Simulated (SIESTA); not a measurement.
Crystal: Bi.

```xyz
1
Lattice="-1.9814 1.9814 1.9814 1.9814 -1.9814 1.9814 1.9814 1.9814 -1.9814" Properties=species:S:1:pos:R:3 pbc="T T T"
Bi    0.0000    0.0000    0.0000
```

This isn't the form of Bi at room conditions, which is rhombohedral.

* Program: SIESTA 5.4.2
* Task: single point
* Functional: PBE
* Potentials or basis: PseudoDojo 0.4 standard (PBE files)
* Basis: DZP (energy shift 0.003 Ry; two zetas on semicore shells)
* Grid cutoff: 500 Ry
* Energy shift: 0.003 Ry
* k mesh: 9 × 9 × 9
* Occupations: fermi-dirac, width 0.05 eV
* Spin: no spin polarisation

On this cell: pressure 1.9 GPa; band gap on the k mesh none (metal or under the smearing width).

The same run follows on a disturbed copy (cell strained at random at fixed volume):

```
CELL_PARAMETERS angstrom
-2.05109 1.93226 1.96372
2.00913 -1.95414 1.94364
2.06996 1.97301 -1.98560
ATOMIC_POSITIONS crystal
Bi 0.98622 0.98269 0.98033
```

Question: What changes?

Answer: The energy (extrapolated to zero smearing) moves by +6.5 meV/atom; pressure 2.0 GPa; band gap on the k mesh none (metal or under the smearing width).

Stress tensor (GPa, compression positive):
```
 1.21 -0.18  0.53
-0.18  2.40  0.12
 0.53  0.12  2.36
```

Caveats: spin-orbit coupling is left out, which moves the levels of the heavy elements; the basis of atomic orbitals isn't converged, which shifts pressures, moduli and gaps.
